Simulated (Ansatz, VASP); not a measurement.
# Cross-check of Ga35SiN36 (Si_Ga) between VASP and Ansatz, part 2 of 3

Aim: how closely do two programs agree when they are given the same cell, functional and k mesh? Of the first pair: The structure shown is the start of the Ansatz relaxation below; VASP solves that cell, so the two are compared at the walk's first step.

VASP 6.6.1 and Ansatz 0.2.0.

So far: Set-up; Ansatz: relaxation, r2SCAN.

## (3) VASP: single point, r2SCAN, start cell, pair 1

Level of this step: r2SCAN; plane waves and PAW (Ga_d, N, Si) (VASP).

The same cell, functional and mesh now go to VASP, with its own data sets.

Lines of VASP's logs that name or quote its potential files are left out, and so is its time.

INCAR

```
SYSTEM = Ga35SiN36
PREC = Accurate
ENCUT = 580
EDIFF = 1E-06
NELM = 120
ISMEAR = 0
SIGMA = 0.01
LREAL = Auto
ALGO = Normal
METAGGA = R2SCAN
LASPH = .TRUE.
NELECT = 638
NBANDS = 376
LORBIT = 11
LWAVE = .FALSE.
LCHARG = .FALSE.
ISIF = 2
ISYM = 0
GGA_COMPAT = .FALSE.
EFERMI = MIDGAP
LMIXTAU = .TRUE.
NCORE = 2
```

POSCAR

```
Ga35SiN36
1.0
    9.5498176343      0.0000000000      0.0000000000
   -4.7749088171      8.2703846728      0.0000000000
    0.0000000000      0.0000000000     10.3676632292
Ga N Si
35 36 1
Direct
    0.2206080160      0.1052737006      0.2491910610
    0.1121476892      0.2266237998      0.5026803904
    0.2277311576      0.1130821645      0.7477022381
    0.1078284270      0.2200776714      0.0035762900
    0.2248125196      0.4499025314      0.2516231423
    0.1133666309      0.5565686703      0.4950798349
    0.2202991180      0.4387418655      0.7509074926
    0.1137741866      0.5598577555      0.0029084443
    0.2191243462      0.7771263677      0.2454950497
    0.1079150799      0.8828588136      0.4992491447
    0.2186373057      0.7723599630      0.7515353101
    0.1090939850      0.8864679565      0.9951968705
    0.5585036912      0.1151696127      0.2530259656
    0.4459343091      0.2273105876      0.4971367111
    0.5506717452      0.1109995528      0.7476896026
    0.4455669203      0.2247860376      0.0039182186
    0.5501879485      0.4440046195      0.2487453482
    0.5555140690      0.4392305973      0.7501660527
    0.4407847985      0.5496074463      0.0001415720
    0.5521535297      0.7752997295      0.2534750543
    0.4497331389      0.8939225069      0.4987679370
    0.5543512180      0.7769934839      0.7542761399
    0.4421607502      0.8890759367      0.0038475180
    0.8839763005      0.1089607117      0.2523499213
    0.7832223446      0.2228902370      0.4986505528
    0.8866530403      0.1076411842      0.7456308938
    0.7724685772      0.2189009425      0.9973295594
    0.8837072657      0.4394442512      0.2506701792
    0.7729796533      0.5557184075      0.4978097654
    0.8911400826      0.4407198872      0.7498260532
    0.7810921142      0.5602970337      0.9966901674
    0.8946331713      0.7795142856      0.2484727699
    0.7808552328      0.8860942133      0.4984131801
    0.8872365480      0.7819037754      0.7503975417
    0.7744859634      0.8849142198      0.9961235981
    0.2271464165      0.1141987994      0.4352088701
    0.1064018881      0.2179240835      0.1855094014
    0.2218865530      0.1063371336      0.9402241165
    0.1107963513      0.2186248973      0.6843198745
    0.2239941162      0.4415127161      0.4349644563
    0.1101343666      0.5513334845      0.1846569432
    0.2191206415      0.4442705080      0.9418875579
    0.1123949102      0.5569645406      0.6926063127
    0.2183036723      0.7770563588      0.4414379498
    0.1127118838      0.8931971477      0.1846021575
    0.2178789671      0.7782289766      0.9356193180
    0.1155836955      0.8929490335      0.6907228603
    0.5575105053      0.1093525919      0.4341422846
    0.4397274180      0.2185837868      0.1851702701
    0.5599289313      0.1150864244      0.9408405524
    0.4453611565      0.2256113922      0.6840180707
    0.5525935730      0.4463904820      0.4407237098
    0.4435277883      0.5573296990      0.1836463008
    0.5517079827      0.4385538453      0.9372487112
    0.4491742658      0.5607653312      0.6864785094
    0.5555405711      0.7818786255      0.4349573188
    0.4410300555      0.8887915485      0.1842535736
    0.5516444326      0.7730639206      0.9406055911
    0.4391496820      0.8887607156      0.6877621160
    0.8922663787      0.1169740028      0.4368440506
    0.7745698481      0.2237409834      0.1908513959
    0.8873782516      0.1053935258      0.9389027966
    0.7775336041      0.2223971523      0.6831359047
    0.8870573843      0.4413552869      0.4420839970
    0.7741770954      0.5517906579      0.1845214257
    0.8879339430      0.4419906866      0.9423473529
    0.7728202720      0.5504753624      0.6865768923
    0.8878931618      0.7822532151      0.4366655147
    0.7746196200      0.8848523121      0.1845136129
    0.8885312149      0.7816932653      0.9409391282
    0.7755591137      0.8881162474      0.6834713709
    0.4451655054      0.5508024330      0.4986923172
```

KPOINTS

```
Points of the shifted mesh
1
Reciprocal
 0.2500000000  0.2500000000  0.2500000000 1
```

Potentials, in the order of the species: Ga_d, N and Si (PBE family, release 64).

Launch:

```bash
> mpirun -np 8 vasp_std
```

Numbers of over 12 decimals in the logs are rounded to 6 here.

What it wrote:

```text
[banner, memory and clock lines left out]
running    8 mpi-ranks, on    1 nodes
[...]
|                                                                             |
|               ----> ADVICE to this user running VASP <----                  |
|                                                                             |
|     You enforced a specific xc type in the INCAR file but a different       |
|     [... a line on the potential file left out ...]
|     I HOPE YOU KNOW WHAT YOU ARE DOING!                                     |
|                                                                             |

 LDA part: xc-table for (None), standard interpolation
 POSCAR, INCAR and KPOINTS ok, starting setup
[...]
entering main loop
       N       E                     dE             d eps       ncg     rms          rms(c)
DAV:   1     0.127740801528E+05    0.12774E+05   -0.24097E+05   752   0.345E+03
DAV:   2     0.255101803489E+04   -0.10223E+05   -0.97368E+04   752   0.100E+03
DAV:   3    -0.453999881018E+03   -0.30050E+04   -0.28036E+04   888   0.350E+02
DAV:   4    -0.910114873609E+03   -0.45611E+03   -0.44376E+03   824   0.134E+02
DAV:   5    -0.967173531865E+03   -0.57059E+02   -0.56593E+02  1296   0.471E+01BRMIX: very serious problems
 the old and the new charge density differ
 old charge density:   639.00000 new  638.00000
    0.432E+01
DAV:   6    -0.847210564631E+03    0.11996E+03   -0.22529E+02  1208   0.581E+01    0.146E+01
DAV:   7    -0.796045073673E+03    0.51165E+02   -0.52634E+01   864   0.182E+01    0.101E+01
DAV:   8    -0.833452312683E+03   -0.37407E+02   -0.19450E+01   848   0.393E+01    0.468E+00
DAV:   9    -0.787045292539E+03    0.46407E+02   -0.96713E+00   832   0.150E+01    0.375E+00
[...]
DAV:  25    -0.792815112791E+03    0.56585E-05   -0.23155E-06   568   0.914E-03    0.703E-03
DAV:  26    -0.792815121601E+03   -0.88098E-05   -0.54487E-06   656   0.894E-03    0.405E-03
DAV:  27    -0.792815120806E+03    0.79507E-06   -0.65288E-07   448   0.416E-03
   1 F= -.79281512E+03 E0= -.79281512E+03  d E =0.000000E+00
```

From OUTCAR (step 3):

```text
 POSITION                                       TOTAL-FORCE (eV/Angst)
 -----------------------------------------------------------------------------------
      1.60409      0.87065      2.58353        -0.670815      1.102449     -0.177109
     -0.01112      1.87427      5.21162         0.642803     -1.635887     -0.871946
      1.63483      0.93523      7.75193        -0.465505     -0.357047      0.821387
     -0.02111      1.82013      0.03708         0.262123     -0.269254     -0.756259
     -0.00132      3.72087      2.60874         0.067133     -1.373509     -1.870270
     -1.57493      4.60304      5.13282        -0.699780      0.173644      1.346031
      0.00886      3.62856      7.78516        -0.503528      0.365751      0.520764
     -1.58675      4.63024      0.03015        -0.378659     -0.592794     -1.008063
     -1.61811      6.42713      2.54521         0.100787      0.009097      0.427767
     -3.18500      7.30158      5.17605        -0.108840      1.307888      0.719877
     -1.60000      6.38771      7.79166        -0.131244      0.867556     -0.307885
     -3.19098      7.33143     10.31787        -0.061600      0.581566      0.402854
      4.78368      0.95250      2.62329        -0.538802     -0.667513     -1.285543
      3.17320      1.87995      5.15415         0.375339     -1.866208      0.271957
[...]
-----------------------------------------------------------------------------------
    total drift:                               -0.053114     -0.038256      0.096682

  FREE ENERGIE OF THE ION-ELECTRON SYSTEM (eV)
  ---------------------------------------------------
  free  energy   TOTEN  =      -792.8151208061 eV

  energy  without entropy=     -792.8151208061  energy(sigma->0) =     -792.81512081

[... 1 further part left out ...]
```

The run ends at a pressure of -1.58 GPa, with forces up to 3.8 eV/Å.

## (4) Comparison

Known differences besides the potentials themselves: VASP keeps PBE cores, Ansatz makes them for the functional; fixed occupations in Ansatz, narrow Gaussian smearing in VASP; the cutoff is 500 eV in Ansatz and 580 eV in VASP (PREC = Accurate, projectors in real space). Total energies have different zeros and are not compared.

Forces on 7 of the 72 atoms, those with the largest forces and the largest differences (eV/Å; atoms numbered as in POSCAR):

```csv
atom,"Ansatz x, y, z","VASP x, y, z"
Ga2,"0.621, -1.600, -0.854","0.643, -1.636, -0.872"
Ga5,"0.060, -1.352, -1.846","0.067, -1.374, -1.870"
Ga20,"0.227, 0.628, -2.195","0.213, 0.635, -2.215"
N40,"2.222, 2.172, 1.653","2.268, 2.210, 1.683"
N52,"-2.342, 1.599, -0.004","-2.394, 1.635, -0.008"
N55,"-0.230, -1.179, -2.988","-0.230, -1.197, -3.042"
N56,"0.596, -3.262, 1.725","0.609, -3.317, 1.768"
```

The forces differ by 17 meV/Å r.m.s., which is 2.0 % of the r.m.s. force of 0.850 eV/Å (both taken over all components). The cell carries a charge of +1 e against a uniform background, so its pressure also hangs on how the neutralising background is counted, and in a defect's cell a gap may be the spacing between its levels.

## (5) Ansatz: relaxation, r2SCAN

This run makes the geometry at which the two programs are then compared.

The structure compared here is the end of the Ansatz relaxation.

input.yaml

```yaml
crystal:
  lattice:
    - [9.54981763, 0.0, 0.0]
    - [-4.77490882, 8.27038467, 0.0]
    - [0.0, 0.0, 10.36766323]
  atoms:
    - { symbol: Ga, position: [0.22222222, 0.11111111, 0.24955312] }
    - { symbol: Ga, position: [0.11111111, 0.22222222, 0.49955312] }
    - { symbol: "N", position: [0.22222222, 0.11111111, 0.43794688] }
    - { symbol: "N", position: [0.11111111, 0.22222222, 0.18794688] }
    - { symbol: Ga, position: [0.22222222, 0.11111111, 0.74955312] }
    - { symbol: Ga, position: [0.11111111, 0.22222222, 0.99955312] }
    - { symbol: "N", position: [0.22222222, 0.11111111, 0.93794688] }
    - { symbol: "N", position: [0.11111111, 0.22222222, 0.68794688] }
    - { symbol: Ga, position: [0.22222222, 0.44444444, 0.24955312] }
    - { symbol: Ga, position: [0.11111111, 0.55555556, 0.49955312] }
    - { symbol: "N", position: [0.22222222, 0.44444444, 0.43794688] }
    - { symbol: "N", position: [0.11111111, 0.55555556, 0.18794688] }
    - { symbol: Ga, position: [0.22222222, 0.44444444, 0.74955312] }
    - { symbol: Ga, position: [0.11111111, 0.55555556, 0.99955312] }
    - { symbol: "N", position: [0.22222222, 0.44444444, 0.93794688] }
    - { symbol: "N", position: [0.11111111, 0.55555556, 0.68794688] }
    - { symbol: Ga, position: [0.22222222, 0.77777778, 0.24955312] }
    - { symbol: Ga, position: [0.11111111, 0.88888889, 0.49955312] }
    - { symbol: "N", position: [0.22222222, 0.77777778, 0.43794688] }
    - { symbol: "N", position: [0.11111111, 0.88888889, 0.18794688] }
    - { symbol: Ga, position: [0.22222222, 0.77777778, 0.74955312] }
    - { symbol: Ga, position: [0.11111111, 0.88888889, 0.99955312] }
    - { symbol: "N", position: [0.22222222, 0.77777778, 0.93794688] }
    - { symbol: "N", position: [0.11111111, 0.88888889, 0.68794688] }
    - { symbol: Ga, position: [0.55555556, 0.11111111, 0.24955312] }
    - { symbol: Ga, position: [0.44444444, 0.22222222, 0.49955312] }
    - { symbol: "N", position: [0.55555556, 0.11111111, 0.43794688] }
    - { symbol: "N", position: [0.44444444, 0.22222222, 0.18794688] }
    - { symbol: Ga, position: [0.55555556, 0.11111111, 0.74955312] }
    - { symbol: Ga, position: [0.44444444, 0.22222222, 0.99955312] }
    - { symbol: "N", position: [0.55555556, 0.11111111, 0.93794688] }
    - { symbol: "N", position: [0.44444444, 0.22222222, 0.68794688] }
    - { symbol: Ga, position: [0.55555556, 0.44444444, 0.24955312] }
    - { symbol: Si, position: [0.44444444, 0.55555556, 0.49955312] }
    - { symbol: "N", position: [0.55555556, 0.44444444, 0.43794688] }
    - { symbol: "N", position: [0.44444444, 0.55555556, 0.18794688] }
    - { symbol: Ga, position: [0.55555556, 0.44444444, 0.74955312] }
    - { symbol: Ga, position: [0.44444444, 0.55555556, 0.99955312] }
    - { symbol: "N", position: [0.55555556, 0.44444444, 0.93794688] }
    - { symbol: "N", position: [0.44444444, 0.55555556, 0.68794688] }
    - { symbol: Ga, position: [0.55555556, 0.77777778, 0.24955312] }
    - { symbol: Ga, position: [0.44444444, 0.88888889, 0.49955312] }
    - { symbol: "N", position: [0.55555556, 0.77777778, 0.43794688] }
    - { symbol: "N", position: [0.44444444, 0.88888889, 0.18794688] }
    - { symbol: Ga, position: [0.55555556, 0.77777778, 0.74955312] }
    - { symbol: Ga, position: [0.44444444, 0.88888889, 0.99955312] }
    - { symbol: "N", position: [0.55555556, 0.77777778, 0.93794688] }
    - { symbol: "N", position: [0.44444444, 0.88888889, 0.68794688] }
    - { symbol: Ga, position: [0.88888889, 0.11111111, 0.24955312] }
    - { symbol: Ga, position: [0.77777778, 0.22222222, 0.49955312] }
    - { symbol: "N", position: [0.88888889, 0.11111111, 0.43794688] }
    - { symbol: "N", position: [0.77777778, 0.22222222, 0.18794688] }
    - { symbol: Ga, position: [0.88888889, 0.11111111, 0.74955312] }
    - { symbol: Ga, position: [0.77777778, 0.22222222, 0.99955312] }
    - { symbol: "N", position: [0.88888889, 0.11111111, 0.93794688] }
    - { symbol: "N", position: [0.77777778, 0.22222222, 0.68794688] }
    - { symbol: Ga, position: [0.88888889, 0.44444444, 0.24955312] }
    - { symbol: Ga, position: [0.77777778, 0.55555556, 0.49955312] }
    - { symbol: "N", position: [0.88888889, 0.44444444, 0.43794688] }
    - { symbol: "N", position: [0.77777778, 0.55555556, 0.18794688] }
    - { symbol: Ga, position: [0.88888889, 0.44444444, 0.74955312] }
    - { symbol: Ga, position: [0.77777778, 0.55555556, 0.99955312] }
    - { symbol: "N", position: [0.88888889, 0.44444444, 0.93794688] }
    - { symbol: "N", position: [0.77777778, 0.55555556, 0.68794688] }
    - { symbol: Ga, position: [0.88888889, 0.77777778, 0.24955312] }
    - { symbol: Ga, position: [0.77777778, 0.88888889, 0.49955312] }
    - { symbol: "N", position: [0.88888889, 0.77777778, 0.43794688] }
    - { symbol: "N", position: [0.77777778, 0.88888889, 0.18794688] }
    - { symbol: Ga, position: [0.88888889, 0.77777778, 0.74955312] }
    - { symbol: Ga, position: [0.77777778, 0.88888889, 0.99955312] }
    - { symbol: "N", position: [0.88888889, 0.77777778, 0.93794688] }
    - { symbol: "N", position: [0.77777778, 0.88888889, 0.68794688] }
  host:
    repeats: [3, 3, 2]
    atoms:
      - { symbol: Ga, position: [0.66666667, 0.33333333, 0.49910624] }
      - { symbol: Ga, position: [0.33333333, 0.66666667, 0.99910624] }
      - { symbol: "N", position: [0.66666667, 0.33333333, 0.87589376] }
      - { symbol: "N", position: [0.33333333, 0.66666667, 0.37589376] }
total_charge: 1
basis:
  ecutwfc: 500
  xc_grid: 2
hamiltonian:
  xc: r2scan
  pseudopotentials: { kind: paw, azcp: { folder: soft_1 } }
kpoints:
  mp_grid: { grid: [1, 1, 1], shift: [0.25, 0.25, 0.25] }
scf:
  occupations: { method: fixed }
  max_iter: 80
output:
  forces: true
  charged_corrections:
    epsilon: [5.83, 5.83, 6.02]
    static_epsilon: [10.1, 10.1, 11.19]
    defect_position: [0.444444, 0.555556, 0.499553]
relax:
  f_tol: 0.02
  max_steps: 80
  random_displacement: { amplitude: 0.05, seed: 8878 }
checkpoint:
  write: "../qp1.relax.run"
  compress: false
  write_wavefunctions: true
  write_every: 100000
```

Launch:

```bash
> ansatz run input.yaml --threads 4 --pin off --max-ram 15073MiB --backend cpu --events-out ev --progress --plain --runs-dir out
```

What it wrote:

```text
[...]
Crystal: 72 atoms, lattice volume = 818.845 Å³
Basis set: ecut = 500 eV, 20899 PW (Γ), exchange–correlation on 144×144×160 points (8 copies of the dense FFT grid, shifted against one another)
Bands: 391, of which v1, the nominal top of the filled ones, is band 319 counted from 1 (318 counted from 0)
Symmetry: 1 space group operations
k-points: 1
[...]
SCF iter   1: F=—  HF=-147230.545891 eV  |F-HF|=—  |Δ(HF+E_count)|=         —  Δρ=1.21e-1  dr2=9.71e1  dr2_τ=1.02e1  ethr=3.10e-3  ⟨swp⟩=4.0  Hψ=1034  notcnv=0  defer=68
[...]
- { symbol: N, position: [0.110543, 0.555043, 0.687426] }
[...]
- { symbol: Si, position: [0.443638, 0.555053, 0.499396] }
[...]
- { symbol: Ga, position: [0.888483, 0.777201, 0.248746] }
    - { symbol: Ga, position: [0.777737, 0.887497, 0.500144] }
    - { symbol: N, position: [0.887979, 0.777567, 0.437323] }
    - { symbol: N, position: [0.775773, 0.887551, 0.188894] }
    - { symbol: Ga, position: [0.888710, 0.777279, 0.750261] }
    - { symbol: Ga, position: [0.776189, 0.888168, 0.999195] }
    - { symbol: N, position: [0.887657, 0.777329, 0.938359] }
    - { symbol: N, position: [0.777391, 0.888132, 0.687370] }
```

[end of part 2 of 3]

[Lines on the potential files, build, host, timing and source positions are cut from VASP's logs without a mark.]

[Logs are printed without paths, hosts, clocks, repeated set-up lines and the standing remarks that a program may print on its own settings, such as how far it seeks lower states.]

[Hosts, paths, dates, database ids (printed as entryN), source tags and the programs' standing remarks are cut or masked in the printed files.]
